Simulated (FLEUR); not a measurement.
# SnO (P4/nmm) in FLEUR: notebook

The runs below take SnO through single point, with PBEsol.

Program: FLEUR MaX-R8.1 (later development tree). These are calculated values, not measurements. Logs are shortened: lines on timing, memory, paths and dates and some standing lists are left out, and cuts for length are marked.

## Step 1: The crystal as given

It takes space group P4/nmm (No. 129, tetragonal). Conventional cell: a = 3.814 Å, b = 3.814 Å, c = 4.887 Å, α = 90.00°, β = 90.00°, γ = 90.00°. Sn (site symmetry 4mm) has 4 O at 2.23 Å as nearest neighbours. O (site symmetry -4m2) has 4 Sn at 2.23 Å as nearest neighbours.

The cell is a database's computed one.

## Step 2: Single point, PBEsol

Input file inp.xml:

```xml
<?xml version="1.0" encoding="UTF-8" standalone="no"?>
<fleurInput fleurInputVersion="0.39">
   <comment>
      SnO                                                                                                 
   </comment>
   <calculationSetup>
      <cutoffs Kmax="4.53" Gmax="14.0" GmaxXC="14.0" numbands="0"/>
      <scfLoop itmax="60" minDistance="0.00001" maxIterBroyd="15" imix="Anderson" alpha="0.05" precondParam="0.0" spinf="2.0" sdNocoIR="T"/>
      <coreElectrons ctail="T" frcor="F" kcrel="0" coretail_lmax="0"/>
      <xcFunctional name="PBEs" relativisticCorrections="F"/>
      <magnetism jspins="1"/>
      <soc l_soc="F" theta="0.0" phi="0.0" spav="F"/>
      <expertModes spex="0" secvar="F"/>
      <geometryOptimization l_f="T" forcealpha="1.0" forcemix="BFGS" epsdisp="0.0005" epsforce="0.0002"/>
      <ldaU l_linMix="F" mixParam="0.05" spinf="1.0"/>
   </calculationSetup>
   <cell>
      <bzIntegration valenceElectrons="56.0" mode="hist" fermiSmearingEnergy="0.00183747">
         <kPointListSelection listName="default-1"/>
         <!-- k-points included here -->
         <xi:include xmlns:xi="http://www.w3.org/2001/XInclude" href="kpts.xml"> </xi:include>
      </bzIntegration>
      <!-- symmetry operations included here -->
      <xi:include xmlns:xi="http://www.w3.org/2001/XInclude" href="sym.xml"> </xi:include>
      <bulkLattice scale="1.0">
         <bravaisMatrix>
            <row-1>    7.2068394884961444     0.0000000000000000     0.0000000000000000</row-1>
            <row-2>    0.0000000000000000     7.2068394884961444     0.0000000000000000</row-2>
            <row-3>    0.0000000000000000     0.0000000000000000     9.2349277316651968</row-3>
         </bravaisMatrix>
      </bulkLattice>
   </cell>
   <atomSpecies>
      <species name="Tin (Sn)" element="Sn" atomicNumber="50">
         <mtSphere radius="2.19" gridPoints="747" logIncrement="0.017"/>
         <atomicCutoffs lmax="9" lnonsphr="9"/>
         <electronConfig flipSpins="F">
            <coreConfig>(1s1/2) (2s1/2) (2p1/2) (2p3/2) (3s1/2) (3p1/2) (3p3/2) (3d3/2) (3d5/2)</coreConfig>
            <valenceConfig>(4s1/2) (4p1/2) (4p3/2) (5s1/2) (4d3/2) (4d5/2) (5p1/2) (5p3/2)</valenceConfig>
            <stateOccupation state="(5p1/2)" spinUp="0.333333" spinDown="0.333333"/>
            <stateOccupation state="(5p3/2)" spinUp="0.666667" spinDown="0.666667"/>
         </electronConfig>
         <energyParameters s="5" p="5" d="4" f="4"/>
         <lo type="SCLO" l="0" n="4" eDeriv="0"/>
         <lo type="SCLO" l="1" n="4" eDeriv="0"/>
         <lo type="SCLO" l="1" n="4" eDeriv="1"/>
         <lo type="SCLO" l="2" n="4" eDeriv="2"/>
         <lo type="SCLO" l="3" n="4" eDeriv="2"/>
      </species>
      <species name="Oxygen (O)" element="O" atomicNumber="8">
         <mtSphere radius="1.59" gridPoints="539" logIncrement="0.02"/>
         <atomicCutoffs lmax="8" lnonsphr="8"/>
         <electronConfig flipSpins="F">
            <coreConfig>(1s1/2)</coreConfig>
            <valenceConfig>(2s1/2) (2p1/2) (2p3/2)</valenceConfig>
            <stateOccupation state="(2p1/2)" spinUp="0.666667" spinDown="0.666667"/>
            <stateOccupation state="(2p3/2)" spinUp="1.333333" spinDown="1.333333"/>
         </electronConfig>
         <energyParameters s="2" p="2" d="3" f="4"/>
         <lo type="SCLO" l="0" n="2" eDeriv="2"/>
         <lo type="SCLO" l="1" n="2" eDeriv="2"/>
         <lo type="SCLO" l="2" n="3" eDeriv="2"/>
      </species>
   </atomSpecies>
   <atomGroups>
      <atomGroup species="Tin (Sn)">
         <relPos label="                   1">1.000/4.000 -1.000/4.000 -.2353738600</relPos>
         <relPos label="                   2">-1.000/4.000 1.000/4.000 .2353738600</relPos>
         <force calculate="T" relaxXYZ="TTT"/>
      </atomGroup>
      <atomGroup species="Oxygen (O)">
         <relPos label="                   3">-1.000/4.000 -1.000/4.000 .0000000000</relPos>
         <relPos label="                   4">1.000/4.000 1.000/4.000 .0000000000</relPos>
         <force calculate="T" relaxXYZ="TTT"/>
      </atomGroup>
   </atomGroups>
   <output dos="F" band="F" slice="F">
      <checks vchk="F" cdinf="F"/>
      <bandDOS minEnergy="-.5*Htr" maxEnergy="0.5*Htr" sigma="0.015" storeEVData="T"/>
      <vacuumDOS vacdos="F" integ="F" star="F" nstars="0" locx1="0.0" locy1="0.0" locx2="0.0" locy2="0.0" nstm="0" tworkf="0.0"/>
      <unfoldingBand unfoldBand="F" supercellX="1" supercellY="1" supercellZ="1"/>
      <plotting iplot="0" polar="F">
         <plot TwoD="T" vec1="  1.0  0.0  0.0" vec2="  0.0  1.0  0.0" vec3="  0.0  0.0  1.0" zero="  0.0  0.0  0.0" file="plot"/>
      </plotting>
      <chargeDensitySlicing numkpt="0" minEigenval="0.0" maxEigenval="0.0" nnne="0" pallst="F"/>
      <specialOutput eonly="F"/>
      <moessbauerParams electricFieldGradient="T" isomerShift="T" coreHyperfine="T" valenceHyperfine="T"/>
      <magneticCircularDichroism mcd="F" energyLo="-10.0" energyUp="0.0"/>
   </output>
  <!-- We include the file relax.xml here to enable relaxations (see documentation) -->
  <xi:include xmlns:xi="http://www.w3.org/2001/XInclude" href="relax.xml"> <xi:fallback/> </xi:include>
</fleurInput>
```

Input file crystal.txt:

```
SnO
&input cartesian=F /
3.8136952200  0.0000000000  0.0000000000
0.0000000000  3.8136952200  0.0000000000
0.0000000000  0.0000000000  4.8869133000
1.8897261246
1.0 1.0 1.0

4
50 0.5000000000  0.0000000000  0.7646261400
50 0.0000000000  0.5000000000  0.2353738600
8 0.0000000000  0.0000000000  0.0000000000
8 0.5000000000  0.5000000000  0.0000000000

&kpt div1=7 div2=7 div3=6 gamma=T /
```

Potentials or basis: all-electron, FLAPW.

Started as:

```console
$ inpgen -f crystal.txt -profile fastHighL
$ # inp.xml edited to the form shown
$ mpirun -n 4 fleur_MPI -pe_per_kpt 1
```

What it wrote:

```text
Welcome to FLEUR        (www.flapw.de)
      MaX-Release 8.1          (www.max-centre.eu)

 ========== k-point set info ==========
 Selected k-point list: default-1
 k-point list type: mesh
 7 x 7 x 6
 Number of k points: 40

 ------------Calculation Setup---------------------------
 Number of MPI-tasks      :            4
 Number of PE/node        :            4
 Number of OMP-threads    :            1
 Using exactly            1  PE per kpt
 Using exactly            1  PE per kpt
 Using exactly            1  PE per kpt
 k-points in parallel     :            4
 pe's per k-point         :            1
 No of k-point loops      :           10
 Using exactly            1  PE per kpt
 Eigenvalue solver        :       lapack
 Number of basis functions:          913
 Approximate size of matrices (H+S) per k-point:         0.012 GB
 --------------------------------------------------------
 Iteration:     1   Distance:      20.46105283 me/bohr^3
 Iteration:     2   Distance:      16.86578784 me/bohr^3
 Iteration:     3   Distance:       5.61029061 me/bohr^3
 Iteration:     4   Distance:       6.22320049 me/bohr^3
 Iteration:     5   Distance:       1.14467990 me/bohr^3
 Iteration:     6   Distance:       0.38218651 me/bohr^3
 Iteration:     7   Distance:       0.28201174 me/bohr^3
 Iteration:     8   Distance:       0.07205225 me/bohr^3
 Iteration:     9   Distance:       0.04220437 me/bohr^3
 Iteration:    10   Distance:       0.01169622 me/bohr^3
 Iteration:    11   Distance:       0.00409141 me/bohr^3
 Iteration:    12   Distance:       0.00214694 me/bohr^3
 Iteration:    13   Distance:       0.00022462 me/bohr^3
 Iteration:    14   Distance:       0.00011533 me/bohr^3
 Iteration:    15   Distance:       0.00002837 me/bohr^3
 Iteration:    16   Distance:       0.00002683 me/bohr^3
 Iteration:    17   Distance:       0.00001428 me/bohr^3
 Iteration:    18   Distance:       0.00000359 me/bohr^3

 Reset of history

 ********************************************************************
 Run finished successfully
 Stop message:
   Structural relaxation: new displacements generated
 ********************************************************************
```

It took 81 s on 4 MPI ranks of Arm Neoverse V1, shared host.

Results:

```yaml
Free_energy: -340217.8041 eV
Largest_force: 0.074 eV/Å
Band_gap_on_the_k_mesh: 0.35 eV, indirect (least direct gap 1.99 eV)
Valence_electrons_inside_the_program's_atomic_spheres: Sn 19.03; O 5.10 (radii Sn 2.19, O 1.59 bohr)
```

Forces on the atoms (eV/Å):
```
Sn   0.000  0.000 -0.074
Sn   0.000  0.000  0.074
O    0.000  0.000  0.000
O    0.000  0.000  0.000
```

Levels at points of the mesh, in eV from the valence-band top:
| k point | band 24 | band 25 | band 26 | band 27 | band 28 | band 29 | band 30 | band 31 | band 32 | band 33 |
| --- | --- | --- | --- | --- | --- | --- | --- | --- | --- | --- |
| (0.00, 0.00, 0.00) | -6.26 | -3.44 | -3.15 | -3.15 | 0.00 | 2.02 | 4.19 | 4.74 | 4.74 | 5.61 |
| (0.00, 0.00, 0.50) | -3.51 | -3.20 | -3.16 | -3.16 | -2.18 | 1.62 | 3.00 | 3.00 | 3.66 | 7.75 |

Core levels (eV from the Fermi level):
| atom | levels |
| --- | --- |
| 1 Sn | 1s1/2 -28976.2, 2s1/2 -4369.8, 2p1/2 -4082.0, 2p3/2 -3851.6, 3s1/2 -839.6, 3p1/2 -722.7, 3p3/2 -680.6, 3d3/2 -473.8, 3d5/2 -465.2 |
| 2 Sn | 1s1/2 -28976.2, 2s1/2 -4369.8, 2p1/2 -4082.0, 2p3/2 -3851.6, 3s1/2 -839.6, 3p1/2 -722.7, 3p3/2 -680.6, 3d3/2 -473.8, 3d5/2 -465.2 |
| 3 O | 1s1/2 -504.8 |
| 4 O | 1s1/2 -504.8 |

Caveat: spin-orbit coupling is left out, which moves the levels of the heavy elements; an odd mesh through Γ misses points on the zone boundary, where band edges often lie.

## Step 3: Single point, PBEsol (atoms moved at random, drawn with an rms of 0.05 Å)

Changes to inp.xml since step 2:

```diff
@@ -34,3 +34,3 @@
       <species name="Tin (Sn)" element="Sn" atomicNumber="50">
-         <mtSphere radius="2.19" gridPoints="747" logIncrement="0.017"/>
+         <mtSphere radius="2.19" gridPoints="731" logIncrement="0.018"/>
          <atomicCutoffs lmax="9" lnonsphr="9"/>
@@ -50,3 +50,3 @@
       <species name="Oxygen (O)" element="O" atomicNumber="8">
-         <mtSphere radius="1.59" gridPoints="539" logIncrement="0.02"/>
+         <mtSphere radius="1.59" gridPoints="529" logIncrement="0.02"/>
          <atomicCutoffs lmax="8" lnonsphr="8"/>
@@ -66,4 +66,7 @@
       <atomGroup species="Tin (Sn)">
-         <relPos label="                   1">1.000/4.000 -1.000/4.000 -.2353738600</relPos>
-         <relPos label="                   2">-1.000/4.000 1.000/4.000 .2353738600</relPos>
+         <relPos label="                   1">-.4908150000 -.0043280000 -.2302340000</relPos>
+         <force calculate="T" relaxXYZ="TTT"/>
+      </atomGroup>
+      <atomGroup species="Tin (Sn)">
+         <relPos label="                   2">.0031930000 -.4992490000 .2249020000</relPos>
          <force calculate="T" relaxXYZ="TTT"/>
@@ -71,4 +74,7 @@
       <atomGroup species="Oxygen (O)">
-         <relPos label="                   3">-1.000/4.000 -1.000/4.000 .0000000000</relPos>
-         <relPos label="                   4">1.000/4.000 1.000/4.000 .0000000000</relPos>
+         <relPos label="                   3">.0068460000 .0034470000 -.0019050000</relPos>
+         <force calculate="T" relaxXYZ="TTT"/>
+      </atomGroup>
+      <atomGroup species="Oxygen (O)">
+         <relPos label="                   4">.4935640000 .4956290000 -.0016140000</relPos>
          <force calculate="T" relaxXYZ="TTT"/>
```

Input file crystal.txt:

```
SnO
&input cartesian=F /
3.8136952200  0.0000000000  0.0000000000
0.0000000000  3.8136952200  0.0000000000
0.0000000000  0.0000000000  4.8869133000
1.8897261246
1.0 1.0 1.0

4
50 0.5091850000  -0.0043280000  0.7697660000
50 0.0031930000  0.5007510000  0.2249020000
8 0.0068460000  0.0034470000  -0.0019050000
8 0.4935640000  0.4956290000  -0.0016140000

&kpt div1=7 div2=7 div3=6 gamma=T /
```

Potentials or basis: all-electron, FLAPW.

Started as:

```console
$ inpgen -f crystal.txt -profile fastHighL
$ # inp.xml edited to the form shown
$ mpirun -n 4 fleur_MPI -pe_per_kpt 1
```

Wall time 15 min (4 MPI ranks of Arm Neoverse V1, shared host).

The run converged. Its results:

| Quantity | Value |
| --- | --- |
| Free energy | -340217.7582 eV |
| Largest force | 0.843 eV/Å |
| Band gap on the k mesh | 0.58 eV, indirect (least direct gap 1.89 eV) |
| Valence electrons inside the program's atomic spheres | Sn 19.04, 19.05; O 5.12 (radii Sn 2.19, O 1.59 bohr) |

Forces on the atoms (eV/Å):
```
Sn  -0.110  0.049 -0.754
Sn  -0.085 -0.006  0.839
O   -0.191 -0.183 -0.028
O    0.385  0.140 -0.057
```

Levels at points of the mesh, in eV from the valence-band top:
| k point | band 25 | band 26 | band 27 | band 28 | band 29 | band 30 | band 31 | band 32 |
| --- | --- | --- | --- | --- | --- | --- | --- | --- |
| (0.00, 0.00, 0.00) | -3.53 | -3.36 | -3.34 | -0.02 | 1.95 | 4.00 | 4.99 | 5.00 |
| (0.00, 0.00, 0.50) | -3.37 | -3.35 | -3.17 | -2.06 | 1.46 | 3.21 | 3.21 | 3.67 |

Core levels (eV from the Fermi level):
```
atom                                                                                                                             levels
1 Sn  1s1/2 -28976.3, 2s1/2 -4369.9, 2p1/2 -4082.1, 2p3/2 -3851.7, 3s1/2 -839.7, 3p1/2 -722.8, 3p3/2 -680.7, 3d3/2 -473.9, 3d5/2 -465.2
2 Sn  1s1/2 -28976.2, 2s1/2 -4369.8, 2p1/2 -4082.1, 2p3/2 -3851.6, 3s1/2 -839.7, 3p1/2 -722.8, 3p3/2 -680.7, 3d3/2 -473.9, 3d5/2 -465.2
 3 O                                                                                                                       1s1/2 -505.0
 4 O                                                                                                                       1s1/2 -505.0
```

Caveat: spin-orbit coupling is left out, which moves the levels of the heavy elements; an odd mesh through Γ misses points on the zone boundary, where band edges often lie.
